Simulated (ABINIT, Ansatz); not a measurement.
## CaSe (Fm-3m): zone-centre phonons

Aim: the zone-centre modes of CaSe (Fm-3m).

Main program and level: ABINIT 10.8.3; DFT LDA, scalar-relativistic, plane waves, PseudoDojo norm-conserving pseudopotentials.

This is a report of a sequence of runs, with most program output left out.

The database entry behind the starting cell differs from later determinations by our own check (0.1 to 0.3 % short, probably kX units), so it need not match the best structure at ambient conditions.

### 1. Starting point

Symmetry: Fm-3m, No. 225, cubic system. Conventional cell: a = 5.790 Å, b = 5.790 Å, c = 5.790 Å, α = 90.00°, β = 90.00°, γ = 90.00°. Ca has 6 Se at 2.89 Å nearest. Se has 6 Ca at 2.89 Å nearest. Farther neighbours and most contacts between anions are not listed.

### 2. Relaxing the cell and atoms

The harmonic expansion needs vanishing forces, and a free crystal bears no stress, so cell and atoms are brought to rest. Stress is more sensitive to the basis than forces are: the last 3 Ha under the cutoff are smoothed with ecutsm, and the cutoff is raised above that of the later runs.

The starting cell comes from a relaxation made beforehand in Ansatz (LDA, PseudoDojo NC).

The input, relax.abi:

```
# relaxation
ionmov 2
optcell 2
dilatmx 1.08
ntime 40
tolmxf 1.0d-05
tolvrs 1.0d-14
prtwf 0
prtden 0
chksymtnons 0

# basis, mesh and filling
ecut 48.0
ecutsm 3.0
ngkpt 8 8 8
nshiftk 1
shiftk 0.0 0.0 0.0
istwfk *1
occopt 1
nband 13
nstep 100
diemac 9.0
prtebands 0
prtgsr 0
useylm 1

# cell and atoms
acell 3*1.0 Angstrom
rprim 
    0.0 2.894839179 2.894839179
    2.894839179 0.0 2.894839179
    2.894839179 2.894839179 0.0
ntypat 2
znucl 20 34
natom 2
typat 1 2
xred 
    0.0 0.0 0.0
    0.5 0.5 0.5
pp_dirpath "./pseudo"
pseudos "Ca.upf, Se.upf"
```

Started as:

```bash
OMP_NUM_THREADS=1 mpirun -n 4 abinit relax.abi > relax.log
```

Wall time 67 s (4 MPI ranks of Intel Xeon at 2.70GHz, shared host).

Little changed from the start: no atom moved by 0.005 Å and no cell edge by 0.1 %.

Numbers from this step:

- volume per atom: 24.26 Å³
- pressure: 1.84e-4 GPa

### 3. Self-consistent run for the response

The response is built on these wavefunctions, so the potential is converged far more tightly than an energy would need. The mesh is shifted off Γ, since shifted meshes converge sums over the zone faster.

The input, gs.abi:

```
# ground state
tolvrs 1.0d-16
prtden 1
prtwf 1

# basis, mesh and filling
ecut 39.0
ngkpt 6 6 6
nshiftk 4
shiftk 
    0.5 0.5 0.5
    0.5 0.0 0.0
    0.0 0.5 0.0
    0.0 0.0 0.5
istwfk *1
occopt 1
nband 13
nstep 100
diemac 9.0
prtebands 0
prtgsr 0
useylm 1

# cell and atoms
acell 3*1.0 Angstrom
rprim 
    0.0 2.894839181 2.894839181
    2.894839181 0.0 2.894839181
    2.894839181 2.894839181 0.0
ntypat 2
znucl 20 34
natom 2
typat 1 2
xred 
    0.0 0.0 0.0
    0.5 0.5 0.5
pp_dirpath "./pseudo"
pseudos "Ca.upf, Se.upf"
```

Started as:

```bash
OMP_NUM_THREADS=1 mpirun -n 4 abinit gs.abi > gs.log
```

Wall time 30 s (4 MPI ranks).

Numbers from this step:

| Item | Value |
| --- | --- |
| pressure | -0.2965 GPa |

The cell stands at -0.30 GPa: the relaxation ran with a smoothed and higher cutoff and on another k mesh.

### 4. The gap at rest

Empty bands on the ground state's density check that the gap assumed so far is there in this cell.

The input, gap.abi:

```
# empty bands on the ground state's density
iscf -2
getden_filepath "gso_DEN"
tolwfr 1.0d-12
nbdbuf 2
prtwf 0

# basis, mesh and filling
ecut 39.0
ngkpt 8 8 8
nshiftk 1
shiftk 0.0 0.0 0.0
istwfk *1
occopt 1
nband 17
nstep 100
diemac 9.0
prtebands 0
prtgsr 0
useylm 1

# cell and atoms
acell 3*1.0 Angstrom
rprim 
    0.0 2.894839181 2.894839181
    2.894839181 0.0 2.894839181
    2.894839181 2.894839181 0.0
ntypat 2
znucl 20 34
natom 2
typat 1 2
xred 
    0.0 0.0 0.0
    0.5 0.5 0.5
pp_dirpath "./pseudo"
pseudos "Ca.upf, Se.upf"
```

Started as:

```bash
OMP_NUM_THREADS=1 mpirun -n 4 abinit gap.abi > gap.log
```

It took 35 s on 4 MPI ranks; 2.3 min of CPU time.

Read from the output:

* gap on the k-mesh: 1.713 eV

In this cell the gap on the mesh is 1.7 eV, indirect (smallest direct 2.7 eV), so fixed occupations hold.

### 5. Linear response at Γ

The derivative of the wavefunctions by k comes first, since the response to a field is built on it; then the field and the displacements that symmetry doesn't supply are solved at q = 0.

It reads the wavefunctions written in step 3.

The input, dfpt_gamma.abi:

```
ndtset 2

# common to the responses
getwfk_filepath "gso_WFK"
kptopt 2
nqpt 1
qpt 0.0 0.0 0.0
asr 0
chneut 0

# d/dk
rfelfd1 2
rfdir1 1 1 1
iscf1 -3
tolwfr1 1.0d-20

# displacements, field
rfphon2 1
rfatpol2 1 2
rfdir2 1 1 1
rfelfd2 3
getddk2 1
tolvrs2 1.0d-10
prtwf2 0

# basis, mesh and filling
ecut 39.0
ngkpt 6 6 6
nshiftk 4
shiftk 
    0.5 0.5 0.5
    0.5 0.0 0.0
    0.0 0.5 0.0
    0.0 0.0 0.5
istwfk *1
occopt 1
nband 13
nstep 100
diemac 9.0
prtebands 0
prtgsr 0
useylm 1

# cell and atoms
acell 3*1.0 Angstrom
rprim 
    0.0 2.894839181 2.894839181
    2.894839181 0.0 2.894839181
    2.894839181 2.894839181 0.0
ntypat 2
znucl 20 34
natom 2
typat 1 2
xred 
    0.0 0.0 0.0
    0.5 0.5 0.5
pp_dirpath "./pseudo"
pseudos "Ca.upf, Se.upf"
```

Started as:

```bash
OMP_NUM_THREADS=1 mpirun -n 4 abinit dfpt_gamma.abi > dfpt_gamma.log
```

Elapsed: 30 min, on 4 MPI ranks.

Read from the output:

| Property | Result |
| --- | --- |
| miss of the charge sum rule | 0.001845 e |
| largest acoustic frequency at the zone centre before the sum rule | 1 cm⁻¹ |
| highest optical zone-centre mode (no LO-TO term) | 191.7 cm⁻¹ |
| lowest optical zone-centre mode | 191.7 cm⁻¹ |
| mean high-frequency dielectric constant | 6.010 |
| largest Born charge in size (third of the trace) | 2.350 e |

Born charge (rows field, columns displacement), before the sum rule (e), principal values of the symmetric part by kind of site:

| atom | atoms with these values | low | middle | high | mean |
| --- | --- | --- | --- | --- | --- |
| Ca1 | 1 | 2.35 | 2.35 | 2.35 | 2.35 |
| Se2 | 1 | -2.35 | -2.35 | -2.35 | -2.35 |

In full for Se2:

```
-2.35  0.00  0.00
 0.00 -2.35  0.00
 0.00  0.00 -2.35
```

High-frequency dielectric tensor:

```
6.01 0.00 0.00
0.00 6.01 0.00
0.00 0.00 6.01
```

The acoustic modes at Γ come out as far as 1.0 cm⁻¹ from zero, where they should vanish, a small numerical error; the Born charges miss their sum rule by 0.0018 e, which is good.

### 6. Modes with the sum rule

anaddb reads the merged derivatives, imposes the acoustic sum rule and charge neutrality, and adds the LO-TO term along chosen directions.

The input, anaddb.abi:

```
ddb_filepath "gamma_DDB"
output_file "anaddb.abo"
outdata_prefix "anaddb"
asr 1
chneut 1
enunit 2
eivec 1
nph1l 1
qph1l 0.0 0.0 0.0 1.0
dieflag 1
nph2l 3
qph2l 
    1.0 0.0 0.0 0.0
    0.0 0.0 1.0 0.0
    1.0 1.0 1.0 0.0
```

The input, mrgddb.in:

```
gamma_DDB
merged
2
dfpt_gammao_DS2_DDB
gso_DDB
```

Started as:

```bash
mrgddb < mrgddb.in > mrgddb.log
OMP_NUM_THREADS=1 anaddb anaddb.abi > anaddb.log
```

Wall time 0.7 s (1 thread).

Read from the output:

```
mean static dielectric constant      : 11.74
highest mode moved by the LO-TO term : 267.9 cm⁻¹
```

No LO-TO term; unit eigenvectors of the mass-weighted matrix, from anaddb's displacements. The modes at Γ (shares of kinetic energy by element, %):

| mode | frequency (cm⁻¹) | symmetry | Ca % | Se % |
| --- | --- | --- | --- | --- |
| 1 | 0.0 | acoustic | 34 | 66 |
| 2 | 0.0 | acoustic | 34 | 66 |
| 3 | 0.0 | acoustic | 34 | 66 |
| 4 | 191.7 | T1u | 66 | 34 |
| 5 | 191.7 | T1u | 66 | 34 |
| 6 | 191.7 | T1u | 66 | 34 |

Displacements in mode 4 (191.7 cm⁻¹), the largest set to 1:
```
Ca1  0.00  0.00  1.00
Se2  0.00  0.00 -0.51
```

Trace of the oscillator strength, degenerate modes summed. Infrared lines, with heights relative to the strongest:

| position (cm⁻¹) | lines merged | IR intensity, relative |
| --- | --- | --- |
| 192 | 3 | 100 |

Static dielectric tensor (ions relaxed, fixed cell):

```
11.74  0.00  0.00
 0.00 11.74  0.00
 0.00  0.00 11.74
```

The rule moves no optical mode by more than 0.1 cm⁻¹.

### 7. A second program

The same cell, potentials and cutoff go through another code, on another k mesh. Its k mesh is centred on Γ.

This step: DFT LDA, scalar-relativistic, plane waves, PseudoDojo norm-conserving pseudopotentials (Ansatz 0.2.0).

The input, input.yaml:

```yaml
crystal:
  lattice:
    - [0.0, 2.894839181, 2.894839181]
    - [2.894839181, 0.0, 2.894839181]
    - [2.894839181, 2.894839181, 0.0]
  atoms:
    - { symbol: Ca, position: [0.0, 0.0, 0.0] }
    - { symbol: Se, position: [0.5, 0.5, 0.5] }
kpoints:
  mp_grid: { grid: [8, 8, 8] }
hamiltonian:
  xc: lda
  pseudopotentials: { kind: nc, accuracy: standard }
scf:
  occupations: { method: fixed }
output:
  eigenvalues: true
basis:
  ecutwfc: 1061.244
phonons:
  method: dfpt
  dielectric: true
  rigid_motions: translations
```

Started as:

```bash
ansatz run input.yaml --threads 4 --pin off --max-ram 8192MiB --backend cpu --events-out ev --progress --plain --runs-dir out
```

Elapsed: 39 s, on 4 threads; peak memory 0.98 GiB; 2.3 min of CPU time.

Read from the output:

- sum-rule residual before enforcement: 2.48e-5 eV/Å²
- miss of the charge sum rule: 4.34e-5 e
- estimated error of the dielectric tensor: 0.01685
- estimated error of the Born charges: 0.01706 e
- highest optical zone-centre mode (no LO-TO term): 191.6 cm⁻¹
- lowest optical zone-centre mode: 191.6 cm⁻¹
- mean high-frequency dielectric constant: 6.013
- largest Born charge in size (third of the trace): 2.351 e
- mean static dielectric constant: 11.76

Transverse modes. Infrared lines, with heights relative to the strongest:

| position (cm⁻¹) | label | IR intensity ((D/Å)²/amu), degenerate modes summed, relative |
| --- | --- | --- |
| 192 | T1u | 100 |

### 8. Side by side: ABINIT PseudoDojo and Ansatz, PseudoDojo

Worked out from the results:

* root-mean-square difference: 0.07 cm⁻¹
* largest difference: 0.07 cm⁻¹

Frequencies side by side, by row:

| q (reciprocal lattice) | mode | ABINIT PseudoDojo (cm⁻¹) | Ansatz, PseudoDojo (cm⁻¹) |
| --- | --- | --- | --- |
| 0 0 0 | 1 | 0 | 0 |
| 0 0 0 | 2 | 0 | 0 |
| 0 0 0 | 3 | 0 | 0 |
| 0 0 0 | 4 | 191.7 | 191.6 |
| 0 0 0 | 5 | 191.7 | 191.6 |
| 0 0 0 | 6 | 191.7 | 191.6 |

The two runs side by side. Further quantities:

| quantity | ABINIT PseudoDojo | Ansatz, PseudoDojo |
| --- | --- | --- |
| mean ε∞ | 6.01 | 6.013 |
| largest Born charge in size (e; the first before, the second after the charge sum rule) | 2.35 | 2.351 |
| summed IR intensity ((D/Å)²/amu) | 14.37 | 14.39 |

At the zone centre the largest difference (acoustic modes at Γ apart) is 0.04 % of the highest mode.

### 9. Outcome

```json
{
 "space group after relaxation": "Fm-3m",
 "volume per atom": "24.3 Å³",
 "highest optical zone-centre mode (no LO-TO term)": "191.7 cm⁻¹",
 "highest mode moved by the LO-TO term": "267.9 cm⁻¹",
 "mean high-frequency dielectric constant": "6.01",
 "largest Born charge in size (third of the trace)": "2.35 e",
 "mean static dielectric constant": "11.7",
 "imaginary optical modes at the zone centre (no q mesh in this session)": "none",
 "largest difference from Ansatz, PseudoDojo": "0.07 cm⁻¹"
}
```

What this shows: At the LDA level the optical modes of CaSe (Fm-3m) at the zone centre (no LO-TO term) lie at 192 cm⁻¹. Along the directions run, the highest mode that the macroscopic field moves lies at 268 cm⁻¹. Lattice motion raises the mean dielectric constant from 6.010 to 11.74. The Born charge of Ca is 2.350 e against a formal charge of +2, somewhat above it. The Lyddane-Sachs-Teller relation holds: (ωLO/ωTO)² is 1.95 and ε₀/ε∞ is 1.95. ABINIT PseudoDojo and Ansatz, PseudoDojo agree to 0.07 cm⁻¹ (0.04 % of the highest mode compared) on all solved modes but the acoustic ones at Γ, without the LO-TO term. These are harmonic frequencies at zero temperature: anharmonic shifts and linewidths and thermal expansion are left out. Ansatz warns that the cutoff lies 9 % under the one recommended for these files; agreement at one cutoff is not convergence.

[Host names and launcher messages were left out of these logs when they were recorded.]

[Logs are printed without paths, hosts, clocks, repeated set-up lines and the standing remarks that a program may print on its own settings, such as how far it seeks lower states.]

[Hosts, paths, dates, database ids (printed as entryN), source tags and the programs' standing remarks are cut or masked in the printed files.]
